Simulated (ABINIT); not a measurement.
Crystal: TiO2 (Anatase).

```xyz
6
Lattice="-1.8921 1.8921 4.7573 1.8921 -1.8921 4.7573 1.8921 1.8921 -4.7573" Properties=species:S:1:pos:R:3 pbc="T T T"
Ti    0.0000    1.8921    2.3786
Ti    0.0000    0.0000    0.0000
O     0.0000    0.0000    7.5346
O     0.0000    1.8921    0.3987
O     0.0000    1.8921    4.3586
O     0.0000    0.0000    1.9800
```

Base run:

- Program: ABINIT 10.8.3 (patched build)
- Functional: LDA
- Potentials or basis: PseudoDojo NC SR LDA v0.4.1 standard
- Cutoff: 952 eV
- k mesh: 8 × 8 × 8
- Occupations: fermi-dirac, width 0.05 eV
- Spin: no spin polarisation

Its results: band gap on the k mesh 2.08 eV, indirect (least direct gap 2.40 eV); largest force 0.137 eV/Å.

The run is repeated on the same cell with these changes: functional from LDA to PBE; potentials or basis from PseudoDojo NC SR LDA v0.4.1 standard to PseudoDojo NC SR PBE v0.4.1 standard. What comes out?

Band gap on the k mesh 2.19 eV, indirect (least direct gap 2.49 eV); largest force 0.083 eV/Å.

A k mesh can miss the band edges.
